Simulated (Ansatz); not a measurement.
Runs of Ansatz 0.2.0 on Cu. It takes space group Fm-3m (No. 225, cubic). The conventional cell has a = 3.615 Å, b = 3.615 Å, c = 3.615 Å, α = 90.00°, β = 90.00°, γ = 90.00°. Cu (site symmetry m-3m) is surrounded by 12 Cu at 2.56 Å. 

```csv
task,level,potentials or basis,U,k mesh,cutoff (eV),smearing,hubbard projectors,double counting,atoms under strain,gap on the mesh (eV),pressure (GPa)
Wannier functions,RPBE,Ansatz PAW polarizable,-,13 × 13 × 13,420,gaussian 0.1 eV,-,-,-,none,-
elastic constants,PBE+D3(BJ)-ATM+U,SSSP precision PAW,Cu d U = 3.5 eV,11 × 11 × 11,1225,fermi-dirac 0.05 eV,atomic,amf,relaxed,none,-4.7
projected density of states,B3LYP+D4,Ansatz PAW,-,9 × 9 × 9,420,fermi-dirac 0.05 eV,-,-,-,none,-4.2
single point,PBEsol+D4,SSSP precision PAW,-,13 × 13 × 13,1225,methfessel-paxton 0.05 eV,-,-,-,none,(a)
```

Alike in all rows: no spin polarisation; cell as given.

Task: Estimate the missing entries.

Result: (a) -10.4.

Caveats: pairwise dispersion overbinds metals, which lowers pressure and volume (some runs); the PAW data sets come from PBE, with cores solved anew for the run's functional, which leaves a small shift of forces and pressure (some runs); the cell is more than 3 GPa from zero pressure, which shifts response properties (some runs); elastic constants of metals need much finer meshes, so these are rough (some runs); U without spin polarisation on a metal has little footing (some runs); the U is typed as a test and isn't derived for this compound (some runs); the thresholds are loose for stress (some runs).

A gap of «none» marks a metal or a gap under the smearing width.

The runs don't all hold the same shells in valence.
